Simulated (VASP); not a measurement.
# TaN (P6_3/mmc) in VASP: further runs

The runs below take TaN through Wannier functions by SCDM, band structure, with PBE, r2SCAN.

Program: VASP 6.6.1. These are calculated values, not measurements. Logs are shortened: lines on timing, memory, paths and dates and some standing lists are left out, and cuts for length are marked.

### Step 1. The structure

It takes space group P6_3/mmc (No. 194, hexagonal). The conventional cell has a = 2.922 Å, b = 2.922 Å, c = 5.917 Å, α = 90.00°, β = 90.00°, γ = 120.00°. Around Ta (site symmetry -3m) lie 6 N at 2.24 Å. N (site symmetry -6m2) has 6 Ta at 2.24 Å as nearest neighbours.

The cell comes from a database or a generator and needn't be the stable form of this composition.

### Step 2. Wannier functions by SCDM, PBE

File POSCAR:

```
TaN
1.0
    2.9217699809      0.0000000000      0.0000000000
   -1.4608849905      2.5303270275      0.0000000000
    0.0000000000      0.0000000000      5.9165150000
Ta N
2 2
Direct
    0.0000000000      0.0000000000      0.5000000000
    0.0000000000      0.0000000000      0.0000000000
    0.3333333333      0.6666666667      0.2500000000
    0.6666666667      0.3333333333      0.7500000000
```

File INCAR.step1:

```
SYSTEM = TaN
PREC     = Accurate       ! precision mode
ENCUT    = 520            ! plane-wave cutoff, eV
EDIFF    = 1E-6           ! SCF threshold, eV
ISMEAR   = 0              ! smearing method
SIGMA    = 0.02           ! smearing width, eV
LREAL    = .FALSE.        ! projectors in reciprocal space
LASPH    = .TRUE.         ! aspherical terms in the spheres
NELM     = 100            ! most SCF steps
ALGO     = Normal         ! electronic algorithm
ISIF     = 2              ! what is computed and relaxed
LWAVE    = .TRUE.         ! write WAVECAR
LCHARG   = .TRUE.         ! write CHGCAR
GGA      = PE             ! functional
```

File INCAR.step2:

```
SYSTEM = TaN
PREC     = Accurate       ! precision mode
ENCUT    = 520            ! plane-wave cutoff, eV
EDIFF    = 1E-6           ! SCF threshold, eV
ISMEAR   = 0              ! smearing method
SIGMA    = 0.02           ! smearing width, eV
LREAL    = .FALSE.        ! projectors in reciprocal space
LASPH    = .TRUE.         ! aspherical terms in the spheres
NELM     = 100            ! most SCF steps
ALGO     = Normal         ! electronic algorithm
ISIF     = 2              ! what is computed and relaxed
LWAVE    = .FALSE.        ! write WAVECAR
LCHARG   = .FALSE.        ! write CHGCAR
GGA      = PE             ! functional
ISTART   = 1            
ICHARG   = 11             ! starting density
ISYM     = -1           
NUM_WANN = 16           
LSCDM    = .TRUE.
```

File KPOINTS:

```
regular mesh
0
G
  5 5 3
  0 0 0
```

File KPOINTS_OPT:

```
path GMKGALHA,LM,KH
12
line-mode
reciprocal
 0.0000000000  0.0000000000  0.0000000000  G
 0.5000000000  0.0000000000  0.0000000000  M

 0.5000000000  0.0000000000  0.0000000000  M
 0.3333333333  0.3333333333  0.0000000000  K

 0.3333333333  0.3333333333  0.0000000000  K
 0.0000000000  0.0000000000  0.0000000000  G

 0.0000000000  0.0000000000  0.0000000000  G
 0.0000000000  0.0000000000  0.5000000000  A

 0.0000000000  0.0000000000  0.5000000000  A
 0.5000000000  0.0000000000  0.5000000000  L

 0.5000000000  0.0000000000  0.5000000000  L
 0.3333333333  0.3333333333  0.5000000000  H

 0.3333333333  0.3333333333  0.5000000000  H
 0.0000000000  0.0000000000  0.5000000000  A

 0.5000000000  0.0000000000  0.5000000000  L
 0.5000000000  0.0000000000  0.0000000000  M

 0.3333333333  0.3333333333  0.0000000000  K
 0.3333333333  0.3333333333  0.5000000000  H
```

File KPOINTS_WAN:

```
path GMKGALHA,LM,KH
12
line-mode
reciprocal
 0.0000000000  0.0000000000  0.0000000000  G
 0.5000000000  0.0000000000  0.0000000000  M

 0.5000000000  0.0000000000  0.0000000000  M
 0.3333333333  0.3333333333  0.0000000000  K

 0.3333333333  0.3333333333  0.0000000000  K
 0.0000000000  0.0000000000  0.0000000000  G

 0.0000000000  0.0000000000  0.0000000000  G
 0.0000000000  0.0000000000  0.5000000000  A

 0.0000000000  0.0000000000  0.5000000000  A
 0.5000000000  0.0000000000  0.5000000000  L

 0.5000000000  0.0000000000  0.5000000000  L
 0.3333333333  0.3333333333  0.5000000000  H

 0.3333333333  0.3333333333  0.5000000000  H
 0.0000000000  0.0000000000  0.5000000000  A

 0.5000000000  0.0000000000  0.5000000000  L
 0.5000000000  0.0000000000  0.0000000000  M

 0.3333333333  0.3333333333  0.0000000000  K
 0.3333333333  0.3333333333  0.5000000000  H
```

Potentials or basis: VASP PAW PBE potentials, release 64 (Ta_pv, N).

The run is started by

```console
> cat potpaw_PBE.64/Ta_pv/POTCAR potpaw_PBE.64/N/POTCAR > POTCAR
> cp INCAR.step1 INCAR
> mpirun -np 1 vasp_std > vasp.out
> cp INCAR.step2 INCAR
> mpirun -np 1 vasp_std > vasp.out
```

OUTCAR:

```text
SYSTEM = TaN
   PREC = Accurate
   ENCUT = 520
   EDIFF = 1E-6
   ISMEAR = 0
   LREAL = .FALSE.
   LASPH = .TRUE.
   NELM = 100
   ISIF = 2
   GGA = PE
   ISTART = 1
   ICHARG = 11
   ISYM = -1

 ion  position               nearest neighbor table
   1  0.000  0.000  0.500-   3 2.24   4 2.24   4 2.24   3 2.24   4 2.24   3 2.24   2 2.96   2 2.96

   2  0.000  0.000  0.000-   3 2.24   4 2.24   4 2.24   3 2.24   4 2.24   3 2.24   1 2.96   1 2.96

   3  0.333  0.667  0.250-   1 2.24   2 2.24   1 2.24   2 2.24   1 2.24   2 2.24
   4  0.667  0.333  0.750-   1 2.24   2 2.24   1 2.24   2 2.24   1 2.24   2 2.24

IMPORTANT INFORMATION: All symmetrisations will be switched off!
NOSYMM: (Re-)initialisation of all symmetry stuff for point group C_1.

----------------------------------------------------------------------------------------

                                     Primitive cell

  volume of cell :      43.7410

  direct lattice vectors                    reciprocal lattice vectors
     2.921769981  0.000000000  0.000000000     0.342258291  0.197602916  0.000000000
    -1.460884991  2.530327027  0.000000000     0.000000000  0.395205833  0.000000000
     0.000000000  0.000000000  5.916515000     0.000000000  0.000000000  0.169018417

  length of vectors
     2.921769981  2.921769981  5.916515000     0.395205833  0.395205833  0.169018417

  position of ions in fractional coordinates (direct lattice)
     0.000000000  0.000000000  0.500000000
     0.000000000  0.000000000  0.000000000
     0.333333333  0.666666667  0.250000000
     0.666666667  0.333333333  0.750000000

  ion indices of the primitive-cell ions
   primitive index   ion index
                 1           1
                 2           2
                 3           3
                 4           4

----------------------------------------------------------------------------------------

 KPOINTS: regular mesh

Automatic generation of k-mesh.
 Grid dimensions read from file:
 generate k-points for:    5    5    3

 Generating k-lattice:

  Cartesian coordinates                     Fractional coordinates (reciprocal lattice)
     0.068451658  0.039520583  0.000000000     0.200000000  0.000000000  0.000000000
     0.000000000  0.079041167  0.000000000     0.000000000  0.200000000  0.000000000
     0.000000000  0.000000000  0.056339472     0.000000000  0.000000000  0.333333333

  Length of vectors
     0.079041167  0.079041167  0.056339472

  Shift w.r.t. Gamma in fractional coordinates (k-lattice)
     0.000000000  0.000000000  0.000000000

 Subroutine IBZKPT returns following result:
 ===========================================

 Found     75 irreducible k-points:

 Following reciprocal coordinates:
            Coordinates               Weight
  0.000000  0.000000  0.000000      1.000000
  0.200000  0.000000  0.000000      1.000000
  0.400000  0.000000  0.000000      1.000000
 -0.400000 -0.000000  0.000000      1.000000
 -0.200000 -0.000000  0.000000      1.000000
  0.000000  0.200000  0.000000      1.000000
[... 16 lines left out ...]
  0.400000 -0.200000  0.000000      1.000000
 -0.400000 -0.200000  0.000000      1.000000
 [... further k-points ...]
   k-points           NKPTS =     75   k-points in BZ     NKDIM =     75   number of bands    NBANDS=     20
   number of dos      NEDOS =    301   number of ions     NIONS =      4
   total plane-waves  NPLWV =  27648
   dimension x,y,z NGX =    24 NGY =   24 NGZ =   48
   dimension x,y,z NGXF=    48 NGYF=   48 NGZF=   96
   ions per type =               2   2
   NGX,Y,Z   is equivalent  to a cutoff of  13.66, 13.66, 13.49 a.u.
   NGXF,Y,Z  is equivalent  to a cutoff of  27.31, 27.31, 26.97 a.u.
 SYSTEM =  TaN
   PREC   = accura    normal or accurate (medium, high low for compatibility)
   ISTART =      1    job   : 0-new  1-cont  2-samecut
   ICHARG =     11    charge: 1-file 2-atom 10-const
   ISPIN  =      1    spin polarized calculation?
   LNONCOLLINEAR =      F non collinear calculations
   LSORBIT =      F    spin-orbit coupling
   LASPH  =      T    aspherical Exc in radial PAW
   ENCUT  =  520.0 eV  38.22 Ry    6.18 a.u.   5.43  5.43 11.00*2*pi/ulx,y,z
   NELM   =    100;   NELMIN=  2; NELMDL=  0     # of ELM steps
   EDIFF  = 0.1E-05   stopping-criterion for ELM
   LREAL  =      F    real-space projection
   EDIFFG = 0.1E-04   stopping-criterion for IOM
   NSW    =      0    number of steps for IOM
   IBRION =     -1    ionic relax: 0-MD 1-quasi-New 2-CG
   NFREE  =      0    steps in history (QN), initial steepest desc. (CG)
   ISIF   =      2    stress and relaxation
   ISYM   =     -1    0-nonsym 1-usesym 2-fastsym
   POTIM  = 0.5000    time-step for ionic-motion
   TEBEG  =    0.0;   TEEND  =   0.0 temperature during run
   PSTRESS=    0.0 pullay stress
   NELECT =      32.0000    total number of electrons
   NUPDOWN=      -1.0000    fix difference up-down
   EMIN   =  10.00;   EMAX   =-10.00  energy-range for DOS
   EFERMI =   0.00;   METHOD = LEGACY
   ISMEAR =     0;   SIGMA  =   0.02  broadening in eV -4-tet -1-fermi 0-gaus
   EFERMI_NEDOS =   21; number of points for ismear=-14 and -15
   IALGO  =     38    algorithm
   IMIX   =      4    mixing-type and parameters
     AMIX     =   0.40;   BMIX     =  1.00
     AMIX_MAG =   1.60;   BMIX_MAG =  1.00
  volume/ion in A,a.u.               =      10.94        73.79
  Fermi-wavevector in a.u.,A,eV,Ry     =   1.475124  2.787581 29.606163  2.175992
  Thomas-Fermi vector in A             =   2.589812
   LORBIT       =      0    0 simple, 1 ext, 2 COOP (PROOUT), +10 PAW based schemes
   GGA     = PE    functional components
   LHFCALC =     F    Hartree Fock is set to
   AEXX    =    0.0000 exact exchange contribution
   IVDW    =     0    specifies the selected vdW correction
   LEPSILON=     F    determine dielectric tensor
   LRPA    =     F    only Hartree local field effects (RPA)
 non-spin polarized calculation
 Gauss-broadening in eV      SIGMA  =   0.02
  energy-cutoff  :      520.00
  volume of cell :       43.74
 maximum number of plane-waves:      1223
 NGX is ok and might be reduce to    24

 number of electron      32.0000005 magnetization

 Free energy of the ion-electron system (eV)
  ---------------------------------------------------
  ext. energy  EPLUGINS =         0.00000000
  ---------------------------------------------------
  free energy    TOTEN  =       -44.05223129 eV

  energy without entropy =      -44.05065016  energy(sigma->0) =      -44.05144073

 E-fermi :   7.8046     XC(G=0): -13.2682

 val. band max:        7.7955450562   @ k =   0.2000   0.2000   0.3333
 cond. band min:       7.8334980530   @ k =   0.2000   0.0000   0.0000
 fundamental gap:      0.0379529968
 Fermi energy:         7.8046276830

 k-point     1 :       0.0000    0.0000    0.0000
  band No.  band energies     occupation
      1     -27.4897      2.00000
      2     -26.7478      2.00000
      3     -26.5265      2.00000
      4     -26.5264      2.00000
      5     -26.4662      2.00000
      6     -26.4662      2.00000
[... 12 lines left out ...]
     19       8.6635      0.00000
     20      10.4516      0.00000

 k-point     2 :       0.2000    0.0000    0.0000
  band No.  band energies     occupation
      1     -27.4004      2.00000
      2     -26.9142      2.00000
      3     -26.8240      2.00000
      4     -26.6951      2.00000
      5     -26.6112      2.00000
      6     -26.5458      2.00000
[... 12 lines left out ...]
     19      10.1942      0.00000
     20      10.8723      0.00000

 k-point     3 :       0.4000    0.0000    0.0000
  band No.  band energies     occupation
      1     -27.4962      2.00000
      2     -27.3659      2.00000
      3     -27.2502      2.00000
      4     -26.7452      2.00000
      5     -26.6720      2.00000
      6     -26.6089      2.00000
[... 12 lines left out ...]
     19      12.2547      0.00000
     20      12.3957      0.00000

 k-point     4 :      -0.4000   -0.0000    0.0000
  band No.  band energies     occupation
      1     -27.4962      2.00000
      2     -27.3659      2.00000
      3     -27.2502      2.00000
      4     -26.7452      2.00000
      5     -26.6720      2.00000
      6     -26.6089      2.00000
[... 12 lines left out ...]
     19      12.2624      0.00000
     20      12.3963      0.00000

 k-point     5 :      -0.2000   -0.0000    0.0000
  band No.  band energies     occupation
      1     -27.4004      2.00000
      2     -26.9142      2.00000
      3     -26.8240      2.00000
      4     -26.6951      2.00000
      5     -26.6112      2.00000
      6     -26.5458      2.00000
[... 12 lines left out ...]
     19      10.1942      0.00000
     20      10.8723      0.00000
[... 353 lines left out ...]
      6     -26.5458      2.00000
[... 12 lines left out ...]
     19      10.1942      0.00000
     20      10.8723      0.00000

 k-point    22 :       0.2000   -0.2000    0.0000
  band No.  band energies     occupation
      1     -27.4004      2.00000
      2     -26.9142      2.00000
      3     -26.8240      2.00000
      4     -26.6951      2.00000
      5     -26.6112      2.00000
      6     -26.5458      2.00000
[... 12 lines left out ...]
     19      10.1942      0.00000
     20      10.8723      0.00000

 k-point    23 :       0.4000   -0.2000    0.0000
  band No.  band energies     occupation
      1     -27.2922      2.00000
      2     -27.2812      2.00000
      3     -27.1764      2.00000
      4     -26.8247      2.00000
      5     -26.7456      2.00000
      6     -26.6252      2.00000
[... 12 lines left out ...]
     19      11.6228      0.00000
     20      12.4599      0.00000

 k-point    24 :      -0.4000   -0.2000    0.0000
  band No.  band energies     occupation
      1     -27.4646      2.00000
      2     -27.3385      2.00000
      3     -27.2051      2.00000
      4     -27.0094      2.00000
      5     -26.9166      2.00000
      6     -26.5822      2.00000
[... 12 lines left out ...]
     19      11.3354      0.00000
     20      13.3214      0.00000

 [... further k-points ...]
[... 5 lines left out ...]
  --------------------------------------------------------------------------------------
  -------------------------------------------------------------------------------------
  Total        0.2549404      0.2552627     -0.9326900      0.0002540     -0.0000082      0.0000179
  in kB        9.3381463      9.3499517    -34.1632569      0.0093027     -0.0003011      0.0006561
  external PRESSURE =      -5.1583863 kB  Pullay stress =       0.0000000 kB

 VOLUME and BASIS-vectors are now :
 -----------------------------------------------------------------------------
  energy-cutoff  :      520.00
  volume of cell :       43.74
      direct lattice vectors                 reciprocal lattice vectors
     2.921769981  0.000000000  0.000000000     0.342258291  0.197602916  0.000000000
    -1.460884991  2.530327027  0.000000000     0.000000000  0.395205833  0.000000000
     0.000000000  0.000000000  5.916515000     0.000000000  0.000000000  0.169018417

 POSITION                                       TOTAL-FORCE (eV/Angst)
 -----------------------------------------------------------------------------------
      0.00000      0.00000      2.95826         0.000003      0.000002     -0.000001
      0.00000      0.00000      0.00000        -0.000010      0.000002      0.000000
     -0.00000      1.68688      1.47913        -0.000047      0.000025      0.000008
      1.46088      0.84344      4.43739         0.000054     -0.000030     -0.000007
 -----------------------------------------------------------------------------------
    total drift:                               -0.000007      0.000001      0.000003

  FREE ENERGIE OF THE ION-ELECTRON SYSTEM (eV)
  ---------------------------------------------------
  free  energy   TOTEN  =       -44.0522312932 eV

  energy  without entropy=      -44.0506501634  energy(sigma->0) =      -44.05144073
```

It took 1.8 min on 1 thread of AMD EPYC 7R43 (Zen 3), shared host; peak memory 0.2 GiB.

Results:

| Quantity | Value |
| --- | --- |
| Band gap along the path | none (metal or under the smearing width) |

Levels at the corners of the path, in eV from the Fermi level:
```
point  band 12  band 13  band 14  band 15  band 16  band 17  band 18  band 19  band 20
    Γ    -3.97    -3.18    -1.66    -1.66     0.07     0.07     0.86     0.86     2.65
    M    -5.05    -3.83    -3.38    -2.48    -1.81     3.14     4.24     5.09     5.43
    M    -5.05    -3.83    -3.38    -2.48    -1.81     3.14     4.24     5.09     5.44
    K    -5.60    -5.60    -3.52     0.51     0.51     1.25     1.25     2.32     5.22
    K    -5.60    -5.60    -3.52     0.51     0.51     1.25     1.25     2.32     5.22
    Γ    -3.97    -3.18    -1.66    -1.66     0.07     0.07     0.86     0.86     2.65
    Γ    -3.97    -3.18    -1.66    -1.66     0.07     0.07     0.86     0.86     2.65
    A    -3.53    -3.53    -3.53    -0.34    -0.34     1.28     1.28     1.28     1.28
    A    -3.53    -3.53    -3.53    -0.34    -0.34     1.28     1.28     1.28     1.28
    L    -5.55    -4.01    -4.01    -1.89    -1.89     4.18     4.18     5.04     5.04
    L    -5.55    -4.01    -4.01    -1.89    -1.89     4.18     4.18     5.04     5.04
    H    -5.44    -5.36    -5.36    -0.13    -0.13     3.00     3.00     3.42     3.42
    H    -5.44    -5.36    -5.36    -0.13    -0.13     3.00     3.00     3.42     3.42
    A    -3.53    -3.53    -3.53    -0.34    -0.34     1.28     1.28     1.28     1.28
    L    -5.55    -4.01    -4.01    -1.89    -1.89     4.18     4.18     5.04     5.04
    M    -5.05    -3.83    -3.38    -2.48    -1.81     3.14     4.24     5.09     5.44
    K    -5.60    -5.60    -3.52     0.51     0.51     1.25     1.25     2.32     5.22
    H    -5.44    -5.36    -5.36    -0.13    -0.13     3.00     3.00     3.42     3.42
```

Caveat: the k mesh is coarse (spacing up to 0.50 Å⁻¹), so the values aren't converged; spin-orbit coupling is left out, which moves the levels of the heavy elements.

### Step 3. Band structure, r2SCAN

File INCAR:

```
  PREC = Accurate
  ENCUT = 520
  EDIFF = 1E-6
  ISMEAR = -1
  SIGMA = 0.05
  LREAL = F
  LASPH = T
  NELM = 100
  ALGO = Normal
  ISIF = 2
  LWAVE = F
  LCHARG = F
  LMAXMIX = 4
  METAGGA = R2SCAN
  LMIXTAU = T
```

File KPOINTS:

```
Automatic mesh
0
Gamma
  7 7 4
```

POSCAR is that of step 2.

KPOINTS_OPT: that of step 2 with these lines changed.

```diff
@@ -1,3 +1,3 @@
 path GMKGALHA,LM,KH
-12
+10
 line-mode
```

Potentials or basis: VASP PAW PBE potentials, release 64 (Ta_pv, N).

The run is started by

```console
> cat potpaw_PBE.64/Ta_pv/POTCAR potpaw_PBE.64/N/POTCAR > POTCAR
> mpirun -np 1 vasp_std > vasp.out
```

It took 3.2 min on 1 thread of AMD EPYC 9R45 (Zen 5), shared host; peak memory 0.15 GiB.

It converged, with:

| Quantity | Value |
| --- | --- |
| Free energy | -119.6831 eV |
| Pressure | -4.3 GPa |
| Band gap along the path | none (metal or under the smearing width) |

Stress tensor (GPa, compression positive):
```
-5.27  0.00  0.00
 0.00 -5.27  0.00
 0.00  0.00 -2.47
```

Levels at the corners of the path, in eV from the Fermi level:
```csv
point,band 13,band 14,band 15,band 16,band 17,band 18,band 19,band 20
Γ,-3.66,-2.12,-2.12,-0.14,-0.14,0.68,0.68,2.47
M,-4.38,-3.74,-2.97,-2.13,3.06,4.18,4.99,5.49
M,-4.38,-3.74,-2.97,-2.13,3.06,4.18,4.99,5.58
K,-6.17,-4.06,0.26,0.26,1.03,1.03,2.16,5.09
K,-6.17,-4.06,0.26,0.26,1.03,1.03,2.16,5.09
Γ,-3.66,-2.12,-2.12,-0.14,-0.14,0.68,0.68,2.47
Γ,-3.66,-2.12,-2.12,-0.14,-0.14,0.68,0.68,2.47
A,-4.01,-4.01,-0.61,-0.61,1.09,1.09,1.09,1.09
A,-4.01,-4.01,-0.61,-0.61,1.09,1.09,1.09,1.09
L,-4.51,-4.51,-2.23,-2.23,4.10,4.10,4.94,4.94
L,-4.51,-4.51,-2.23,-2.23,4.10,4.10,4.94,4.94
H,-5.89,-5.89,-0.41,-0.41,2.85,2.85,3.28,3.28
H,-5.89,-5.89,-0.41,-0.41,2.85,2.85,3.28,3.28
A,-4.01,-4.01,-0.61,-0.61,1.09,1.09,1.09,1.09
L,-4.51,-4.51,-2.23,-2.23,4.10,4.10,4.94,4.94
M,-4.38,-3.74,-2.97,-2.13,3.06,4.18,4.99,5.46
K,-6.17,-4.06,0.26,0.26,1.03,1.03,2.16,5.09
H,-5.89,-5.89,-0.41,-0.41,2.85,2.85,3.28,3.28
```

Caveat: the PAW data sets were made with another functional, which shifts forces and pressure a little; spin-orbit coupling is left out, which moves the levels of the heavy elements.

(Continued in part 2 of 2.)
